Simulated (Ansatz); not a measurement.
## TaN: changing the functional

The cell as given:

```cif
data_structure
_symmetry_space_group_name_H-M 'P 1'
_symmetry_Int_Tables_number 1
_cell_length_a 5.1960
_cell_length_b 5.1960
_cell_length_c 2.9110
_cell_angle_alpha 90.000
_cell_angle_beta 90.000
_cell_angle_gamma 120.000
_cell_volume 68.06
loop_
_atom_site_label
_atom_site_type_symbol
_atom_site_fract_x
_atom_site_fract_y
_atom_site_fract_z
_atom_site_occupancy
Ta1 Ta 0.00000 0.00000 0.00000 1
Ta2 Ta 0.66667 0.33333 0.50000 1
Ta3 Ta 0.33333 0.66667 0.50000 1
N1 N 0.00000 0.39285 0.00000 1
N2 N 0.60715 0.60715 0.00000 1
N3 N 0.39285 0.00000 0.00000 1
```

Kept alike: task relaxation of cell and atoms; k mesh 6 × 6 × 9; occupations fermi-dirac, width 0.05 eV; no spin polarisation. Program: Ansatz, Ansatz PAW. Cutoffs run from 420 to 500 eV. The mesh is that of the run's cell of 6 atoms. No spin-orbit coupling.

| run | volume (Å³/atom) | first edge of the run's cell (Å) | third edge of the run's cell (Å) |
| --- | --- | --- | --- |
| A | 11.005 | 5.151 | 2.874 |
| B | 11.357 | 5.200 | 2.910 |
| C | 11.213 | 5.181 | 2.894 |

The relaxations keep at least the cell's symmetry (P-62m). For a metal such a mesh leaves the last digits unconverged. Relaxations stop with a little pressure left, so the last digits of a volume or edge aren't settled. Ansatz's relaxations hold a Pulay term in the stress (up to 0.6 GPa here). All rows use potentials made for PBE.

Task: The runs differ in the functional (and the cutoff that goes with it) alone: LDA; PBEsol; r2SCAN. Which run is which?

Result: Run A is LDA; run B is r2SCAN; run C is PBEsol. The volume runs from 11.005 (LDA) to 11.357 Å³/atom (r2SCAN). The first edge of the run's cell runs from 5.151 (LDA) to 5.200 Å (r2SCAN). The third edge of the run's cell runs from 2.874 (LDA) to 2.910 Å (r2SCAN).
